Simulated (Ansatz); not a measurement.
## TiO2: the gap under strain

TiO2, Pbcn, a = 4.556 Å, b = 5.509 Å, c = 4.947 Å. This isn't the usual stable structure of the compound. Ansatz: r2SCAN+U, PAW, 500 eV, Γ-centred 6×4×6 mesh on 12 atoms, Gaussian smearing 0.02 eV; U_eff Ti 4.00 eV; no spin polarisation. Series: equal strain along all axes, cell held, atoms relaxed; x is the strain in per cent. The gap is sought over the whole zone.

| x (%) | gap y (eV) |
| --- | --- |
| -2.0 | ? |
| -1.0 | 3.507 |
| 0.0 | 3.390 |
| 1.0 | 3.274 |
| 2.0 | 3.140 |

Problem. Fit y = E0 + c1 x + c2 x² to the other rows, give the deformation potential for this strain, and predict the missing gap.

Solution. Least squares on the rows shown. y = 3.3929 − 0.11745 x − 0.0042500 x². The deformation potential is 100 c1 = -11.74 eV per unit strain of each axis, or a third of that, -3.91 eV, as the usual dE_g/d ln V. At x = -2.0 the fit asked for gives 3.611 eV. The run gave 3.586 eV, so the fit is 0.025 eV too high, 5.6 % of the span of the series, against an rms of 0.002 eV on the fitted rows. The row lies outside the fitted range. With a term in x³ added, a fit to the same known rows (none to spare) predicts 3.644 eV, further off still. The records add, with no proof that it causes the miss: a band edge sits at another point of the zone than in the run one row down.

Semilocal functionals give gaps under the measured ones; changes of the gap mostly carry over better.